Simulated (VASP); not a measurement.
Computed with LDA (Ceperley-Alder, Perdew-Zunger), VASP's LDA PAW potentials (set 64) (plane waves; VASP).

VASP input:

**POSCAR**
```
CsBr
1.0
  3.5700335074   0.0000000000   0.0000000000
  0.0000000000   3.5700335074   0.0000000000
  0.0000000000   0.0000000000   3.5700335074
Cs Br
1 1
Cartesian
  0.0000000000   0.0000000000   0.0000000000
  1.7850167537   1.7850167537   1.7850167537
```

KPOINTS:
```
Regular mesh
0
gamma
7 7 7
0 0 0
```

**INCAR**
```
! general
SYSTEM =CsBr
PREC   =Accurate
ENCUT  =500
LREAL  =.FALSE.   ! projection in real space or not
LASPH  =.TRUE.   ! aspherical one-centre terms

! electronic loop
EDIFF  =1E-6   ! SCF stop (eV)
NELM   =100   ! most electronic steps
ALGO   =Normal   ! blocked Davidson
LMAXMIX=4   ! l cut-off of mixed one-centre charges

! smearing
ISMEAR =0   ! Gaussian
SIGMA  =0.05

! ions
IBRION =2
NSW    =40   ! most ionic steps
ISIF   =3
EDIFFG =-0.02   ! ionic stop
PSTRESS=450

! output
LWAVE  =.FALSE.
LCHARG =.FALSE.
```

POTCAR, in this order: Cs_sv Br (LDA.64 set). Program: vasp_std.

The resulting files:

### OUTCAR
```
 ion  position               nearest neighbor table
   1  0.000  0.000  0.000-
   2  0.500  0.500  0.500-
  LATTYP: Found a simple cubic cell.
 ALAT       =     3.5700335074
 Subroutine PRICEL returns:
 Original cell was already a primitive cell.
 Subroutine GETGRP returns: Found 48 space group operations
The static configuration has the point symmetry O_h .
The dynamic configuration has the point symmetry O_h .
 Subroutine INISYM returns: Found 48 space group operations
 Subroutine IBZKPT returns following result:
 Found     20 irreducible k-points:

 Following reciprocal coordinates:
            Coordinates               Weight
  0.000000  0.000000  0.000000      1.000000
  0.142857  0.000000  0.000000      6.000000
  0.285714  0.000000  0.000000      6.000000
  0.428571  0.000000  0.000000      6.000000
  0.142857  0.142857  0.000000     12.000000
  0.285714  0.142857  0.000000     24.000000
  0.428571  0.142857  0.000000     24.000000
  0.285714  0.285714  0.000000     12.000000
  0.428571  0.285714  0.000000     24.000000
...
```

**OSZICAR**
```
       N       E                     dE             d eps       ncg     rms          rms(c)
DAV:   1     0.879815668240E+02    0.87982E+02   -0.73728E+03   480   0.118E+03
DAV:   2    -0.627603412780E+00   -0.88609E+02   -0.81826E+02   676   0.190E+02
DAV:   3    -0.545195603795E+01   -0.48244E+01   -0.48017E+01   604   0.493E+01
DAV:   4    -0.548540004663E+01   -0.33444E-01   -0.33428E-01   544   0.464E+00
DAV:   5    -0.548562401352E+01   -0.22397E-03   -0.22393E-03   592   0.364E-01    0.440E+00
DAV:   6    -0.528318920511E+01    0.20243E+00   -0.30337E-01   504   0.387E+00    0.242E+00
DAV:   7    -0.524947568917E+01    0.33714E-01   -0.15485E-01   560   0.267E+00    0.791E-01
DAV:   8    -0.524807618232E+01    0.13995E-02   -0.14009E-02   556   0.896E-01    0.807E-02
DAV:   9    -0.524793671489E+01    0.13947E-03   -0.37442E-04   560   0.168E-01    0.447E-02
DAV:  10    -0.524791953906E+01    0.17176E-04   -0.16597E-04   572   0.827E-02    0.249E-02
DAV:  11    -0.524791629960E+01    0.32395E-05   -0.32708E-05   524   0.423E-02    0.632E-03
DAV:  12    -0.524791581143E+01    0.48817E-06   -0.18004E-06   468   0.126E-02
   1 F= 0.75317297E+01 E0= 0.75317297E+01  d E =0.753173E+01
       N       E                     dE             d eps       ncg     rms          rms(c)
DAV:   1    -0.786111707749E+01   -0.26132E+01   -0.17108E+02   504   0.103E+02    0.195E+01
DAV:   2    -0.210221258108E+01    0.57589E+01   -0.67577E+00   508   0.194E+01    0.797E+00
DAV:   3    -0.341577935871E+00    0.17606E+01   -0.44958E+00   488   0.143E+01    0.319E+00
DAV:   4    -0.325982239020E+00    0.15596E-01   -0.70425E-02   556   0.229E+00    0.117E+00
DAV:   5    -0.321984482602E+00    0.39978E-02   -0.20483E-02   536   0.106E+00    0.191E-01
DAV:   6    -0.321682301370E+00    0.30218E-03   -0.11396E-03   516   0.290E-01    0.132E-01
DAV:   7    -0.321712977738E+00   -0.30676E-04   -0.15149E-04   548   0.108E-01    0.470E-02
DAV:   8    -0.321710508661E+00    0.24691E-05   -0.89791E-06   524   0.257E-02    0.189E-02
DAV:   9    -0.321708492828E+00    0.20158E-05   -0.41565E-06   496   0.195E-02    0.242E-03
DAV:  10    -0.321708504022E+00   -0.11194E-07   -0.24641E-07   284   0.447E-03
   2 F= 0.88942873E+01 E0= 0.88944162E+01  d E =0.136256E+01
       N       E                     dE             d eps       ncg     rms          rms(c)
DAV:   1    -0.834504491291E+01   -0.80233E+01   -0.77386E+01   496   0.568E+01    0.938E+00
DAV:   2    -0.536207795788E+01    0.29830E+01   -0.37830E+00   484   0.139E+01    0.515E+00
DAV:   3    -0.444954181014E+01    0.91254E+00   -0.25185E+00   500   0.105E+01    0.305E+00
DAV:   4    -0.443746497778E+01    0.12077E-01   -0.51362E-02   536   0.180E+00    0.844E-01
DAV:   5    -0.443545126386E+01    0.20137E-02   -0.10142E-02   524   0.707E-01    0.175E-01
DAV:   6    -0.443523465701E+01    0.21661E-03   -0.81495E-04   508   0.214E-01    0.132E-01
DAV:   7    -0.443521741426E+01    0.17243E-04   -0.10000E-04   552   0.785E-02    0.420E-02
DAV:   8    -0.443521661885E+01    0.79541E-06   -0.97863E-06   524   0.229E-02
   3 F= 0.73349950E+01 E0= 0.73349950E+01  d E =-.196735E+00
       N       E                     dE             d eps       ncg     rms          rms(c)
DAV:   1    -0.435600086438E+01    0.79217E-01   -0.76607E-02   504   0.191E+00    0.311E-01
DAV:   2    -0.435312689527E+01    0.28740E-02   -0.36073E-03   484   0.424E-01    0.147E-01
DAV:   3    -0.435229145849E+01    0.83544E-03   -0.25154E-03   504   0.327E-01    0.545E-02
DAV:   4    -0.435228183302E+01    0.96255E-05   -0.43993E-05   524   0.527E-02    0.194E-02
DAV:   5    -0.435228042995E+01    0.14031E-05   -0.64327E-06   532   0.183E-02    0.681E-03
DAV:   6    -0.435228029929E+01    0.13066E-06   -0.58691E-07   244   0.579E-03
   4 F= 0.73331729E+01 E0= 0.73331729E+01  d E =-.198557E+00
       N       E                     dE             d eps       ncg     rms          rms(c)
DAV:   1    -0.433134009948E+01    0.20940E-01   -0.48560E-03   504   0.481E-01    0.777E-02
DAV:   2    -0.433116064967E+01    0.17945E-03   -0.22591E-04   484   0.106E-01    0.368E-02
DAV:   3    -0.433110842482E+01    0.52225E-04   -0.15713E-04   504   0.818E-02    0.138E-02
DAV:   4    -0.433110782505E+01    0.59977E-06   -0.27426E-06   496   0.132E-02
   5 F= 0.73331239E+01 E0= 0.73331239E+01  d E =-.198606E+00
```

**OUTCAR**
```
------------------------ aborting loop because EDIFF is reached ----------------------------------------
  FORCE on cell =-STRESS in cart. coord.  units (eV):
  Direction    XX          YY          ZZ          XY          YZ          ZX
  --------------------------------------------------------------------------------------
  Total       11.6784099     11.6784099     11.6784099      0.0000000      0.0000000     -0.0000000
  in kB      450.5469852    450.5469852    450.5469852      0.0000000      0.0000000     -0.0000000
  external PRESSURE =       0.5469852 kB  Pullay stress =     450.0000000 kB
  volume of cell :       41.53
      direct lattice vectors                 reciprocal lattice vectors
     3.462991317  0.000000000 -0.000000000     0.288767689  0.000000000 -0.000000000
    -0.000000000  3.462991317 -0.000000000    -0.000000000  0.288767689 -0.000000000
     0.000000000  0.000000000  3.462991317     0.000000000  0.000000000  0.288767689
 POSITION                                       TOTAL-FORCE (eV/Angst)
 -----------------------------------------------------------------------------------
      0.00000      0.00000      0.00000         0.000000     -0.000000      0.000000
      1.73150      1.73150      1.73150        -0.000000      0.000000      0.000000
 -----------------------------------------------------------------------------------
    total drift:                                0.000000      0.000000      0.000000
  FREE ENERGIE OF THE ION-ELECTRON SYSTEM (eV)
  ---------------------------------------------------
  free  energy   TOTEN  =        -4.3311078251 eV

  energy  without entropy=       -4.3311078251  energy(sigma->0) =       -4.33110783
  enthalpy is  TOTEN    =         7.3331239082 eV   P V=       11.6642317333

 reached required accuracy - stopping structural energy minimisation
```
(Selected blocks of OUTCAR.)

CONTCAR:
```
CsBr
   1.00000000000000
     3.4629913169128215    0.0000000000000000   -0.0000000000000000
    -0.0000000000000000    3.4629913169128215   -0.0000000000000000
     0.0000000000000000    0.0000000000000000    3.4629913169128215
  Cs              Br
     1     1
Direct
     0.0000000000000000    0.0000000000000000    0.0000000000000000
     0.5000000000000000    0.5000000000000000    0.5000000000000000
```

### OUTCAR
```
 val. band max:        5.5881693864   @ k =   0.0000   0.0000   0.0000

 cond. band min:       7.6510346027   @ k =   0.0000   0.0000   0.0000


 Fermi energy:         5.8518388790

 k-point     1 :       0.0000    0.0000    0.0000
  band No.  band energies     occupation
      1     -15.7917      2.00000
      2      -8.5111      2.00000
      3      -1.5138      2.00000
      4      -1.5138      2.00000
      5      -1.5138      2.00000
      6       5.5882      2.00000
      7       5.5882      2.00000
      8       5.5882      2.00000
      9       7.6510      0.00000
     10       7.6510      0.00000
     11      13.6574      0.00000
     12      15.5749      0.00000

 k-point     2 :       0.1429    0.0000    0.0000
  band No.  band energies     occupation
      1     -15.6657      2.00000
      2      -8.7343      2.00000
      3      -1.7083      2.00000
      4      -1.3645      2.00000
      5      -1.3645      2.00000
      6       4.7078      2.00000
      7       5.2499      2.00000
      8       5.2499      2.00000
      9       7.8829      0.00000
     10       8.8303      0.00000
     11      15.4267      0.00000
     12      15.4267      0.00000

 k-point     3 :       0.2857    0.0000    0.0000
  band No.  band energies     occupation
      1     -15.3481      2.00000
      2      -9.3065      2.00000
      3      -1.8459      2.00000
      4      -0.9752      2.00000
      5      -0.9752      2.00000
      6       3.1074      2.00000
      7       4.4464      2.00000
      8       4.4464      2.00000
      9       8.5565      0.00000
     10      11.6234      0.00000
     11      14.1946      0.00000
     12      15.5566      0.00000

 k-point     4 :       0.4286    0.0000    0.0000
  band No.  band energies     occupation
      1     -15.0450      2.00000
      2      -9.8384      2.00000
      3      -1.6733      2.00000
      4      -0.5779      2.00000
      5      -0.5779      2.00000
      6       1.8980      2.00000
...
```

Energy and stress use the plane-wave basis of the starting cell. Unless said otherwise, spin-orbit coupling is left out, though it shifts the bands of the heavy elements here.

The compound is CsBr in the CsCl type structure. This run relaxes it under an external pressure of 45 GPa. Symmetry was kept, so distortions that lower it aren't found.
